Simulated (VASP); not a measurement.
# KCl (Pm-3m) in VASP: a series of runs

The runs below take KCl through single point, with PBE.

Everything below comes from runs of VASP 6.6.1. Logs are shortened: lines on timing, memory, paths and dates and some standing lists are left out, and cuts for length are marked.

## Step 1: The structure

The structure is cubic, space group Pm-3m (No. 221). The conventional cell has a = 3.839 Å, b = 3.839 Å, c = 3.839 Å, α = 90.00°, β = 90.00°, γ = 90.00°. Around K (site symmetry m-3m) lie 8 Cl at 3.32 Å. Cl (site symmetry m-3m) has 8 K at 3.32 Å as nearest neighbours.

Measurements of this composition are mostly on another form, of space group No. 225.

## Step 2: Single point, PBE

INCAR

```
SYSTEM = KCl
PREC = Accurate ; ENCUT = 800
EDIFF = 0.01 ; ISMEAR = 0
SIGMA = 0.05 ; LREAL = .False.
LASPH = .True. ; NELM = 100
ALGO = Normal ; ISIF = 2
LWAVE = .False. ; LCHARG = .False.
GGA = PE ; NBANDS = 15
ADDGRID = .False.
```

KPOINTS

```
regular mesh
0
Gamma
  4 4 4
  0 0 0
```

POSCAR

```
KCl
1.0
    3.8391960000      0.0000000000      0.0000000000
    0.0000000000      3.8391960000      0.0000000000
    0.0000000000      0.0000000000      3.8391960000
K Cl
1 1
Direct
    0.0405710000      0.0040460000      0.0049320000
    0.5021390000      0.4938510000      0.4988730000
```

Potentials or basis: VASP PAW PBE potentials, release 64 (K_sv, Cl_h).

Launch:

```console
> cat potpaw_PBE.64/K_sv/POTCAR potpaw_PBE.64/Cl_h/POTCAR > POTCAR
> mpirun -np 1 vasp_std > vasp.out
```

OUTCAR:

```text
SYSTEM = KCl
   PREC = Accurate
   ENCUT = 800
   EDIFF = 0.01
   ISMEAR = 0
   LREAL = .False.
   LASPH = .True.
   NELM = 100
   ISIF = 2
   GGA = PE

 Found     36 irreducible k-points:

 Following reciprocal coordinates:
            Coordinates               Weight
  0.000000  0.000000  0.000000      1.000000
  0.250000  0.000000  0.000000      2.000000
  0.000000  0.250000  0.000000      2.000000
  0.000000  0.000000  0.250000      2.000000
  0.500000  0.000000  0.000000      1.000000
  0.000000  0.500000  0.000000      1.000000
   k-points           NKPTS =     36   k-points in BZ     NKDIM =     36   number of bands    NBANDS=     15
   number of dos      NEDOS =    301   number of ions     NIONS =      2
   total plane-waves  NPLWV =  46656
   dimension x,y,z NGX =    36 NGY =   36 NGZ =   36
   dimension x,y,z NGXF=    72 NGYF=   72 NGZF=   72
   ions per type =               1   1
   NGX,Y,Z   is equivalent  to a cutoff of  15.59, 15.59, 15.59 a.u.
   NGXF,Y,Z  is equivalent  to a cutoff of  31.18, 31.18, 31.18 a.u.
 SYSTEM =  KCl
   PREC   = accura    normal or accurate (medium, high low for compatibility)
   ISTART =      0    job   : 0-new  1-cont  2-samecut
   ICHARG =      2    charge: 1-file 2-atom 10-const
   ISPIN  =      1    spin polarized calculation?
   LNONCOLLINEAR =      F non collinear calculations
   LSORBIT =      F    spin-orbit coupling
   LASPH  =      T    aspherical Exc in radial PAW
   ENCUT  =  800.0 eV  58.80 Ry    7.67 a.u.   8.85  8.85  8.85*2*pi/ulx,y,z
   NELM   =    100;   NELMIN=  2; NELMDL= -5     # of ELM steps
   EDIFF  = 0.1E-01   stopping-criterion for ELM
   LREAL  =      F    real-space projection
   EDIFFG = 0.1E+00   stopping-criterion for IOM
   NSW    =      0    number of steps for IOM
   IBRION =     -1    ionic relax: 0-MD 1-quasi-New 2-CG
   NFREE  =      0    steps in history (QN), initial steepest desc. (CG)
   ISIF   =      2    stress and relaxation
   ISYM   =      2    0-nonsym 1-usesym 2-fastsym
   POTIM  = 0.5000    time-step for ionic-motion
   TEBEG  =    0.0;   TEEND  =   0.0 temperature during run
   PSTRESS=    0.0 pullay stress
   NELECT =      16.0000    total number of electrons
   NUPDOWN=      -1.0000    fix difference up-down
   EMIN   =  10.00;   EMAX   =-10.00  energy-range for DOS
   EFERMI =   0.00;   METHOD = LEGACY
   ISMEAR =     0;   SIGMA  =   0.05  broadening in eV -4-tet -1-fermi 0-gaus
   EFERMI_NEDOS =   21; number of points for ismear=-14 and -15
   IALGO  =     38    algorithm
   IMIX   =      4    mixing-type and parameters
     AMIX     =   0.40;   BMIX     =  1.00
     AMIX_MAG =   1.60;   BMIX_MAG =  1.00
  volume/ion in A,a.u.               =      28.29       190.94
  Fermi-wavevector in a.u.,A,eV,Ry     =   1.074504  2.030517 15.708715  1.154558
  Thomas-Fermi vector in A             =   2.210334
   LORBIT       =      0    0 simple, 1 ext, 2 COOP (PROOUT), +10 PAW based schemes
   GGA     = PE    functional components
   LHFCALC =     F    Hartree Fock is set to
   AEXX    =    0.0000 exact exchange contribution
   IVDW    =     0    specifies the selected vdW correction
   LEPSILON=     F    determine dielectric tensor
   LRPA    =     F    only Hartree local field effects (RPA)
 non-spin polarized calculation
 Gauss-broadening in eV      SIGMA  =   0.05
  energy-cutoff  :      800.00
  volume of cell :       56.59
 maximum number of plane-waves:      2945
   NGX = 17   NGY = 17   NGZ = 17

 number of electron      16.0000000 magnetization

 Free energy of the ion-electron system (eV)
  ---------------------------------------------------
  ext. energy  EPLUGINS =         0.00000000
  ---------------------------------------------------
  free energy    TOTEN  =        -6.64682520 eV

  energy without entropy =       -6.64682520  energy(sigma->0) =       -6.64682520

 E-fermi :  -0.3441     XC(G=0):  -8.1056

 val. band max:       -0.6414354186   @ k =   0.0000   0.5000   0.5000
 cond. band min:       4.1741088272   @ k =   0.0000   0.0000   0.0000
 fundamental gap:      4.8155442458
 Fermi energy:        -0.3440588195

 k-point     1 :       0.0000    0.0000    0.0000
  band No.  band energies     occupation
      1     -28.6362      2.00000
      2     -13.2179      2.00000
      3     -12.0228      2.00000
      4     -12.0227      2.00000
      5     -12.0174      2.00000
      6      -0.8477      2.00000
      7      -0.8438      2.00000
      8      -0.8426      2.00000
      9       4.1741      0.00000
     10       5.9448      0.00000
     11       5.9992      0.00000
     12      10.0257      0.00000
     13      10.0646      0.00000
     14      10.0657      0.00000
     15      12.7358      0.00000

 k-point     2 :       0.2500    0.0000    0.0000
  band No.  band energies     occupation
      1     -28.6267      2.00000
      2     -13.2947      2.00000
      3     -12.0086      2.00000
      4     -12.0076      2.00000
      5     -11.9577      2.00000
      6      -1.7128      2.00000
      7      -0.8454      2.00000
      8      -0.8451      2.00000
      9       5.3856      0.00000
     10       6.4300      0.00000
     11       7.0398      0.00000
     12       9.8814      0.00000
     13       9.8829      0.00000
     14      10.2948      0.00000
     15      11.2021      0.00000

 k-point     3 :       0.0000    0.2500    0.0000
  band No.  band energies     occupation
      1     -28.6267      2.00000
      2     -13.2985      2.00000
      3     -12.0167      2.00000
      4     -12.0074      2.00000
      5     -11.9455      2.00000
      6      -1.7128      2.00000
      7      -0.8485      2.00000
      8      -0.8416      2.00000
      9       5.3819      0.00000
     10       6.4531      0.00000
     11       6.9933      0.00000
     12       9.8635      0.00000
     13       9.8742      0.00000
     14      10.3304      0.00000
     15      11.1095      0.00000

 k-point     4 :       0.0000    0.0000    0.2500
  band No.  band energies     occupation
      1     -28.6267      2.00000
      2     -13.2987      2.00000
      3     -12.0169      2.00000
      4     -12.0074      2.00000
      5     -11.9450      2.00000
      6      -1.7128      2.00000
      7      -0.8483      2.00000
      8      -0.8417      2.00000
      9       5.3817      0.00000
     10       6.4542      0.00000
     11       6.9909      0.00000
     12       9.8615      0.00000
     13       9.8750      0.00000
     14      10.3322      0.00000
     15      11.1051      0.00000

 k-point     5 :       0.5000    0.0000    0.0000
  band No.  band energies     occupation
      1     -28.6172      2.00000
      2     -13.3751      2.00000
      3     -11.9926      2.00000
      4     -11.9924      2.00000
      5     -11.8896      2.00000
      6      -2.3817      2.00000
      7      -0.8486      2.00000
      8      -0.8477      2.00000
      9       7.0834      0.00000
     10       7.2637      0.00000
     11       7.6290      0.00000
     12       9.4774      0.00000
     13       9.8708      0.00000
     14       9.9207      0.00000
     15      10.6230      0.00000

 k-point     6 :       0.0000    0.5000    0.0000
  band No.  band energies     occupation
      1     -28.6171      2.00000
      2     -13.3822      2.00000
      3     -11.9953      2.00000
      4     -11.9919      2.00000
      5     -11.8790      2.00000
      6      -2.3830      2.00000
      7      -0.8548      2.00000
      8      -0.8384      2.00000
      9       7.0582      0.00000
     10       7.2687      0.00000
     11       7.5924      0.00000
     12       9.1945      0.00000
     13       9.9056      0.00000
     14      10.2499      0.00000
     15      10.6039      0.00000

 [... further k-points ...]

------------------------ aborting loop because EDIFF is reached ----------------------------------------

  FORCE on cell =-STRESS in cart. coord.  units (eV):
  Direction    XX          YY          ZZ          XY          YZ          ZX
  --------------------------------------------------------------------------------------
  -------------------------------------------------------------------------------------
  Total        0.3365447      0.3464976      0.3454964      0.0249998      0.0042332      0.0146964
  in kB        9.5286743      9.8104736      9.7821263      0.7078252      0.1198545      0.4161037
  external PRESSURE =       9.7070914 kB  Pullay stress =       0.0000000 kB

 VOLUME and BASIS-vectors are now :
 -----------------------------------------------------------------------------
  energy-cutoff  :      800.00
  volume of cell :       56.59
      direct lattice vectors                 reciprocal lattice vectors
     3.839196000  0.000000000  0.000000000     0.260471203  0.000000000  0.000000000
     0.000000000  3.839196000  0.000000000     0.000000000  0.260471203  0.000000000
     0.000000000  0.000000000  3.839196000     0.000000000  0.000000000  0.260471203

 POSITION                                       TOTAL-FORCE (eV/Angst)
 -----------------------------------------------------------------------------------
      0.15576      0.01553      0.01893        -0.089081     -0.025686     -0.015476
      1.92781      1.89599      1.91527         0.089081      0.025686      0.015476
 -----------------------------------------------------------------------------------
    total drift:                                0.004933      0.000715      0.000887

  FREE ENERGIE OF THE ION-ELECTRON SYSTEM (eV)
  ---------------------------------------------------
  free  energy   TOTEN  =        -6.6468251972 eV

  energy  without entropy=       -6.6468251972  energy(sigma->0) =       -6.64682520
```

Run time: 13 s. Hardware: 1 thread of Intel Xeon 6975P-C (Granite Rapids), shared host; peak memory 0.23 GiB.

The run converged, but some of its settings lie outside the range that counts as converged, so its numbers aren't taken as properties of the crystal.

What came out:

```yaml
Free_energy: -6.6468 eV
Pressure: 1.0 GPa
Largest_force: 0.094 eV/Å
Band_gap_on_the_k_mesh: 4.82 eV, indirect (least direct gap 5.02 eV)
```

## Step 3: Single point, PBE

INCAR, as its differences from that of step 2:

```diff
@@ -2,3 +2,3 @@
 PREC = Accurate ; ENCUT = 800
-EDIFF = 0.01 ; ISMEAR = 0
+EDIFF = 0.001 ; ISMEAR = 0
 SIGMA = 0.05 ; LREAL = .False.
```

KPOINTS is that of step 2.

POSCAR

```
KCl
1.0
    3.8391960000      0.0000000000      0.0000000000
    0.0000000000      3.8391960000      0.0000000000
    0.0000000000      0.0000000000      3.8391960000
K Cl
1 1
Direct
    0.0000000000      0.0000000000      0.0000000000
    0.5000000000      0.5000000000      0.5000000000
```

Potentials or basis: VASP PAW PBE potentials, release 64 (K_sv, Cl_h).

Launch:

```console
> cat potpaw_PBE.64/K_sv/POTCAR potpaw_PBE.64/Cl_h/POTCAR > POTCAR
> mpirun -np 1 vasp_std > vasp.out
```

Wall time 5.4 s (1 thread of Intel Xeon 6975P-C (Granite Rapids), shared host); peak memory 0.2 GiB.

The run converged, but some of its settings lie outside the range that counts as converged, so its numbers aren't taken as properties of the crystal.

What came out:

* Free energy: -6.6546 eV
* Pressure: -0.1 GPa
* Band gap on the k mesh: 4.78 eV, indirect (least direct gap 4.98 eV)

## Step 4: Single point, PBE

INCAR is that of step 3.

KPOINTS is that of step 3.

POSCAR

```
KCl
1.0
    3.8391960000      0.0000000000      0.0000000000
    0.0000000000      3.8391960000      0.0000000000
    0.0000000000      0.0000000000      3.8391960000
K Cl
1 1
Direct
    0.0405710000      0.0040460000      0.0049320000
    0.5021390000      0.4938510000      0.4988730000
```

Launch:

```console
> cat potpaw_PBE.64/K_sv/POTCAR potpaw_PBE.64/Cl_h/POTCAR > POTCAR
> mpirun -np 1 vasp_std > vasp.out
```

It took 14 s on 1 thread of Intel Xeon 6975P-C (Granite Rapids), shared host; peak memory 0.23 GiB.

The run converged, but some of its settings lie outside the range that counts as converged, so its numbers aren't taken as properties of the crystal.

Results:

| Quantity | Value |
| --- | --- |
| Free energy | -6.6469 eV |
| Pressure | 0.0 GPa |
| Largest force | 0.100 eV/Å |
| Band gap on the k mesh | 4.78 eV, indirect (least direct gap 4.98 eV) |

## Step 5: Single point, PBE

INCAR, as its differences from that of step 4:

```diff
@@ -2,3 +2,3 @@
 PREC = Accurate ; ENCUT = 800
-EDIFF = 0.001 ; ISMEAR = 0
+EDIFF = 1E-4 ; ISMEAR = 0
 SIGMA = 0.05 ; LREAL = .False.
```

KPOINTS is that of step 4.

POSCAR

```
KCl
1.0
    3.8391960000      0.0000000000      0.0000000000
    0.0000000000      3.8391960000      0.0000000000
    0.0000000000      0.0000000000      3.8391960000
K Cl
1 1
Direct
    0.0000000000      0.0000000000      0.0000000000
    0.5000000000      0.5000000000      0.5000000000
```

Launch:

```console
> cat potpaw_PBE.64/K_sv/POTCAR potpaw_PBE.64/Cl_h/POTCAR > POTCAR
> mpirun -np 1 vasp_std > vasp.out
```

Run time: 7.6 s. Hardware: 1 thread of Intel Xeon 6975P-C (Granite Rapids), shared host; peak memory 0.2 GiB.

These settings aren't checked as converged: the numbers below hold their error.

Results:

```
Free energy            : -6.6548 eV
Pressure               : -0.1 GPa
Band gap on the k mesh : 4.79 eV, indirect (least direct gap 4.99 eV)
```

## Step 6: Single point, PBE

INCAR is that of step 5.

KPOINTS is that of step 5.

POSCAR

```
KCl
1.0
    3.8391960000      0.0000000000      0.0000000000
    0.0000000000      3.8391960000      0.0000000000
    0.0000000000      0.0000000000      3.8391960000
K Cl
1 1
Direct
    0.0405710000      0.0040460000      0.0049320000
    0.5021390000      0.4938510000      0.4988730000
```

Potentials or basis: VASP PAW PBE potentials, release 64 (K_sv, Cl_h).

Launch:

```console
> cat potpaw_PBE.64/K_sv/POTCAR potpaw_PBE.64/Cl_h/POTCAR > POTCAR
> mpirun -np 1 vasp_std > vasp.out
```

OUTCAR:

```text
SYSTEM = KCl
   PREC = Accurate
   ENCUT = 800
   EDIFF = 1E-4
   ISMEAR = 0
   LREAL = .False.
   LASPH = .True.
   NELM = 100
   ISIF = 2
   GGA = PE

 Found     36 irreducible k-points:

 Following reciprocal coordinates:
            Coordinates               Weight
  0.000000  0.000000  0.000000      1.000000
  0.250000  0.000000  0.000000      2.000000
  0.000000  0.250000  0.000000      2.000000
  0.000000  0.000000  0.250000      2.000000
  0.500000  0.000000  0.000000      1.000000
  0.000000  0.500000  0.000000      1.000000
   k-points           NKPTS =     36   k-points in BZ     NKDIM =     36   number of bands    NBANDS=     15
   number of dos      NEDOS =    301   number of ions     NIONS =      2
   total plane-waves  NPLWV =  46656
   dimension x,y,z NGX =    36 NGY =   36 NGZ =   36
   dimension x,y,z NGXF=    72 NGYF=   72 NGZF=   72
   ions per type =               1   1
   NGX,Y,Z   is equivalent  to a cutoff of  15.59, 15.59, 15.59 a.u.
   NGXF,Y,Z  is equivalent  to a cutoff of  31.18, 31.18, 31.18 a.u.
 SYSTEM =  KCl
   PREC   = accura    normal or accurate (medium, high low for compatibility)
   ISTART =      0    job   : 0-new  1-cont  2-samecut
   ICHARG =      2    charge: 1-file 2-atom 10-const
   ISPIN  =      1    spin polarized calculation?
   LNONCOLLINEAR =      F non collinear calculations
   LSORBIT =      F    spin-orbit coupling
   LASPH  =      T    aspherical Exc in radial PAW
[... 73 lines left out ...]
     14      10.0588      0.00000
[... 77 lines left out ...]
      2     -13.3473      2.00000
      3     -12.0078      2.00000
      4     -12.0041      2.00000
      5     -11.8757      2.00000
      6      -2.3480      2.00000
      7      -0.8129      2.00000
      8      -0.7962      2.00000
      9       7.0820      0.00000
     10       7.2838      0.00000
     11       7.6244      0.00000
     12       9.2057      0.00000
     13       9.9037      0.00000
     14      10.2543      0.00000
     15      10.5925      0.00000

 [... further k-points ...]

------------------------ aborting loop because EDIFF is reached ----------------------------------------

  FORCE on cell =-STRESS in cart. coord.  units (eV):
  Direction    XX          YY          ZZ          XY          YZ          ZX
  --------------------------------------------------------------------------------------
  -------------------------------------------------------------------------------------
  Total        0.0166733      0.0260820      0.0262863      0.0248262      0.0041960      0.0147991
  in kB        0.4720765      0.7384672      0.7442510      0.7029108      0.1188035      0.4190097
  external PRESSURE =       0.6515982 kB  Pullay stress =       0.0000000 kB

 VOLUME and BASIS-vectors are now :
 -----------------------------------------------------------------------------
  energy-cutoff  :      800.00
  volume of cell :       56.59
      direct lattice vectors                 reciprocal lattice vectors
     3.839196000  0.000000000  0.000000000     0.260471203  0.000000000  0.000000000
     0.000000000  3.839196000  0.000000000     0.000000000  0.260471203  0.000000000
     0.000000000  0.000000000  3.839196000     0.000000000  0.000000000  0.260471203

 POSITION                                       TOTAL-FORCE (eV/Angst)
 -----------------------------------------------------------------------------------
      0.15576      0.01553      0.01893        -0.095887     -0.027700     -0.016553
      1.92781      1.89599      1.91527         0.095887      0.027700      0.016553
 -----------------------------------------------------------------------------------
    total drift:                                0.000618      0.000259      0.000203

  FREE ENERGIE OF THE ION-ELECTRON SYSTEM (eV)
  ---------------------------------------------------
  free  energy   TOTEN  =        -6.6470865711 eV

  energy  without entropy=       -6.6470865711  energy(sigma->0) =       -6.64708657
```

Run time: 18 s. Hardware: 1 thread of Intel Xeon 6975P-C (Granite Rapids), shared host; peak memory 0.23 GiB.

These settings aren't checked as converged: the numbers below hold their error.

Results:

- Free energy: -6.6471 eV
- Pressure: 0.1 GPa
- Largest force: 0.101 eV/Å
- Band gap on the k mesh: 4.80 eV, indirect (least direct gap 5.00 eV)

## Step 7: For comparison

An earlier run on the cell as given: functional PBEsol; potentials or basis VASP PAW PBE potentials, release 64 (K_sv, Cl); cutoff 520 eV; k mesh 7 × 7 × 7; occupations fermi-dirac, width 0.05 eV; no spin polarisation.

- Pressure: -1.4 GPa
- Band gap on the k mesh: 4.64 eV, indirect (least direct gap 4.83 eV)
